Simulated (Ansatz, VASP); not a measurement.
# GaSb in two plane-wave programs

One calculation is typed for both programs; each brings its own data sets. How far apart do they land? The cell is taken from a series of runs on this material, whose earlier steps may have relaxed, scaled, displaced or heated it; both programs get it as it stands.

Program: Ansatz 0.2.0. Level of theory: plane waves, with VASP 6.6.1 beside it; zone-centre phonons at PBEsol. Results are calculated unless marked as measured.

### 1. The starting structure

The structure is tetragonal, space group I-4m2 (No. 119). The conventional cell has a = 4.235 Å, b = 4.235 Å, c = 6.221 Å, α = 90.00°, β = 90.00°, γ = 90.00°. Ga has 4 Sb at 2.63 Å nearest. Sb has 4 Ga at 2.63 Å nearest. Farther neighbours are not listed.

### 2. Ansatz: zone-centre phonons, PBEsol

Ansatz runs on its PAW soft_1 files.

Second derivatives magnify differences that forces hide, and they need a tight electronic threshold.

input.yaml

```yaml
crystal:
  lattice:
    - [0.0, 2.9946529475, 3.1106598269]
    - [2.9946529475, 0.0, 3.1106598269]
    - [2.9946529475, 2.9946529475, 0.0]
  atoms:
    - { symbol: Ga, position: [0.0, 0.0, 0.0] }
    - { symbol: Sb, position: [0.75, 0.75, 0.75] }
kpoints:
  mp_grid: { grid: [12, 12, 12] }
hamiltonian:
  xc: pbesol
  pseudopotentials: { kind: paw, azcp: { folder: soft_1 }, xc_functional: pbe }
scf:
  occupations: { method: methfessel_paxton, width: 0.2 }
output:
  eigenvalues: true
phonons:
  method: dfpt
```

Launch:

```console
ansatz run input.yaml --threads 4 --pin off --max-ram 10240MiB --backend cpu --events-out ev --progress --plain --runs-dir out
```

Numbers of over 12 decimals in the logs are rounded to 6 here.

The log of the run:

```text
zone centre: on kpoints.mp_grid the ground state, and the responses unless they are solved on pairs of k-points, stand on 280 of the mesh's 1728 k-points, reduced under 4 symmetry operations, with k and −k counted as one. Each operation leaves every solved displacement unchanged or reverses it
Engine: ansatz 0.2.0, aarch64-unknown-linux-gnu
Pseudopotentials: kind: paw
Pseudopotential: Ga, paw, valence charge 13, recommended cutoff 420 eV (normal), soft_1/Ga.paw.azcp
Pseudopotential: Sb, paw, valence charge 15, recommended cutoff 420 eV (normal), soft_1/Sb.paw.azcp
Functional definition: PBEsol
  exchange = pbesol_x
  correlation = pbesol_c
Crystal: 2 atoms, lattice volume = 55.792 Å³
Basis set: ecut = 420 eV, 1091 PW (Γ), exchange–correlation on 60×60×60 points (8 copies of the dense FFT grid, shifted against one another)
Bands: 18, of which v1, the nominal top of the filled ones, is band 14 counted from 1 (13 counted from 0)
Symmetry: 8 space group operations
k-points: 280 of 1728 (irreducible under 4 space group operations, time reversal used)
Non-local potential: Ga, projectors of the file, l = 0: 2, l = 1: 2, l = 2: 3, l = 3: 1
Non-local potential: Sb, projectors of the file, l = 0: 2, l = 1: 2, l = 2: 2, l = 3: 1
PAW form: soft (Blöchl's): semilocal exchange-correlation on the pseudo side does not see the compensation charge
PAW frozen core: Ga, regenerated for the run's functional, and the local potential with it (the file was generated under x = pbe(κ = 0.804, μ = 0.219515), c = pbe(β = 0.066725))
PAW frozen core: Sb, regenerated for the run's functional, and the local potential with it (the file was generated under x = pbe(κ = 0.804, μ = 0.219515), c = pbe(β = 0.066725))
PAW one-centre angular grid: Ga, 590 points (default); XC on 64 Gauss nodes
PAW one-centre angular grid: Sb, 590 points (default); XC on 64 Gauss nodes
Initial density: superposition of atomic densities (chi_scale 0.1, normalization cell, long waves kept (reshape's long-wave potential 0.00 eV rms))
Initial wavefunctions: pseudopotential atomic-orbital guess
Functional: x = pbesol(κ = 0.804, μ = 0.123457), c = pbesol(β = 0.046)
SCF iter   1: F=—  HF=-10151.688633 eV  |F-HF|=—  |Δ(HF+E_count)|=         —  Δρ=3.23e-2  dr2=4.16e-1  ethr=3.10e-3  ⟨swp⟩=5.6  Hψ=26180  notcnv=0
preconditioner: auto → none  [insulator: Δε(μ)=0.298 eV  Ē_g=14.821 eV  σ=0.200 eV  W_gap=0.66  n_scr=14 (ndim 8)  ℏωp=21.1 eV  f_vac=0.004  D(μ)=0.02/eV (n_scr^D=0)  ε∞_Penn≈3.0]
SCF iter   2: F=—  HF=-10151.611143 eV  |F-HF|=—  |Δ(HF+E_count)|=   7.75e-2  S|Δr|=    0.00e0  Δρ=1.47e-2  dr2=7.01e-2  ethr=1.49e-3  ⟨swp⟩=2.0  Hψ=8388  notcnv=0
SCF iter   3: F=—  HF=-10151.609466 eV  |F-HF|=—  |Δ(HF+E_count)|=   1.68e-3  S|Δr|=    0.00e0  Δρ=4.87e-3  dr2=1.22e-2  ethr=2.50e-4  ⟨swp⟩=2.0  Hψ=7942  notcnv=0
SCF iter   4: F=—  HF=-10151.604027 eV  |F-HF|=—  |Δ(HF+E_count)|=   5.44e-3  S|Δr|=    0.00e0  Δρ=8.52e-4  dr2=2.25e-4  ethr=4.37e-5  ⟨swp⟩=2.0  Hψ=7561  notcnv=0
SCF iter   5: F=—  HF=-10151.603980 eV  |F-HF|=—  |Δ(HF+E_count)|=   4.64e-5  S|Δr|=    0.00e0  Δρ=3.62e-4  dr2=2.52e-5  ethr=8.03e-7  ⟨swp⟩=2.0  Hψ=7568  notcnv=0
SCF iter   6: F=—  HF=-10151.603985 eV  |F-HF|=—  |Δ(HF+E_count)|=   4.26e-6  S|Δr|=    0.00e0  Δρ=3.44e-5  dr2=5.55e-7  ethr=9.00e-8  ⟨swp⟩=2.0  Hψ=8755  notcnv=0
SCF iter   7: F=—  HF=-10151.603985 eV  |F-HF|=—  |Δ(HF+E_count)|=   3.22e-7  S|Δr|=    0.00e0  Δρ=6.87e-6  dr2=2.31e-8  ethr=1.98e-9  ⟨swp⟩=2.0  Hψ=8966  notcnv=0
SCF iter   8: F=—  HF=-10151.603985 eV  |F-HF|=—  |Δ(HF+E_count)|=   2.24e-8  S|Δr|=    0.00e0  Δρ=1.67e-6  dr2=1.44e-9  ethr=8.24e-11  ⟨swp⟩=2.0  Hψ=6223  notcnv=0
SCF iter   9: F=—  HF=-10151.603985 eV  |F-HF|=—  |Δ(HF+E_count)|=  4.82e-10  S|Δr|=    0.00e0  Δρ=1.47e-7  dr2=1.02e-11  ethr=1.00e-12  ⟨swp⟩=5.1  Hψ=28117  notcnv=0
SCF iter  10: F=-10151.603985 eV  HF=-10151.603985 eV  |F-HF|=0.00e0  |Δ(HF+E_count)|=  3.64e-12  S|Δr|=    0.00e0  Δρ=1.79e-8  dr2=1.74e-13  ethr=1.00e-12  ⟨swp⟩=6.0  Hψ=22514  notcnv=0
SCF 1 converged in 10 iterations: F = -10151.603985 eV  dr2 = 1.74e-13
  greatest PAW one-centre occupation: 0.996 electrons in one spin orbital (limit 2), on the Sb atom at site 1 (counted from 0), in its partial waves of l = 2
DFPT response loops at Γ: preconditioner auto → Kerker (q_TF=auto, 2.432 Å⁻¹) (partly filled bands, converged f_vac=0.070); β = 1.00, the filter's whole step (`scf.mixing.beta` (0.50) is not read by the response loops under this deck's `scf.mixing.preconditioner`; to damp them name `kerker` or `kerker_dos`, under which they read `scf.mixing.beta`, and type it under 1.00, their step now; both keys bind the ground state too); Broyden in place of MSR1
SCF converged after 10 iterations
Stability not checked: this state was not tested for a lower state beside it, because cold or Methfessel-Paxton smearing, or corrected tetrahedra, fill the levels in a way that the test cannot read (fill_not_monotonic; see scf.lower_state_search)
Free energy (F): -10151.603985 eV
Harris-Foulkes:  -10151.603985 eV  (|F-HF|=0.00e0)
Internal energy: -10151.604413 eV  (E = F + TS)
E sigma→0 (E₀):  -10151.604092 eV
Entropy (-TS):   0.000428 eV (0.214 meV/atom)
Fermi energy:    8.149169 eV
Step filling:    the computed levels leave a gap of 0.0766 eV = 0.4 smearing widths at the electron count; against every level under it full and every level over it empty, smearing changes F+E_penalty+E_count by +0.120 meV and its σ→0 estimate by +0.013 meV
--- Per-component energies (eV) ---
  E_band       = -253.371463
  E_kinetic    = 276.373227
  E_local      = -3346.056893  (includes V_loc(G=0)·N_el)
  E_nonlocal   = 299.917682
  E_hartree    = 1714.606029
  E_xc         = -160.654857
  E_vxc        = -146.444315  (∫ρ·V_xc dr)
  E_paw        = -6420.999003  (= ΣΔE_a)
  E_vpaw       = -766.373154  (= ΣTr[D̂ρ^β])
  E_aug_tail   = -0.000062  (compensation charges beyond the density's cutoff)
  E_ewald      = -2515.985370
  E_core_change = 1.194834  (= ΣΔE_core)
  E_smearing   = 0.000428  (= −TS)
  E_closure    = -0.000000  (closes the sum)
  Σ components = -10151.603985   (vs F -10151.603985, Δ=0.00e0)
--- Band table (eV; the first three rows and the last of 280) ---
  k-point 0: bands = [... 10 lower, -3.6641, 7.8588, 8.0973, 8.0973, 8.1738, 10.7537, 10.7537, 10.8636]
  k-point 1: bands = [... 10 lower, -3.5901, 6.7231, 7.8069, 7.9745, 8.9920, 10.9301, 10.9321, 11.1236]
  k-point 2: bands = [... 10 lower, -3.3724, 5.2894, 7.4988, 7.7004, 9.0652, 11.3314, 11.3377, 12.0281]
  k-point 279: bands = [... 10 lower, -1.2096, 0.9717, 5.5094, 5.5094, 9.0408, 9.3031, 16.8592, 16.8592]
--- Phonons (Γ-DFPT): 4 representative perturbations + reference, on 280 of 1728 k-points (Σ response iterations 12) ---
  k mesh reduced under 4 symmetry operations, with k and −k counted as one. Each operation leaves every solved displacement unchanged or reverses it
  ASR residual: 2.036e-5 → 0.000e0 eV/Å²; symmetrization residual: 1.802e-6 eV/Å²
  ASR residual per site (eV/Å²): 9.34e-6 2.04e-5
  Γ frequencies (cm⁻¹): 0.00 0.00 0.00 225.65 225.65 225.69
  non-analytic LO–TO correction: not included (Born effective charges unavailable; polar crystals: no LO–TO splitting at Γ)
```

The column dr2 measures how far the density is from self-consistency, as an energy; F and HF (Harris–Foulkes) agree once it is small.

(Continued in part 2 of 2.)

[Lines on the potential files, build, host, timing and source positions are cut from VASP's logs without a mark.]

[Logs are printed without paths, hosts, clocks, repeated set-up lines and the standing remarks that a program may print on its own settings, such as how far it seeks lower states.]

[Hosts, paths, dates, database ids (printed as entryN), source tags and the programs' standing remarks are cut or masked in the printed files.]
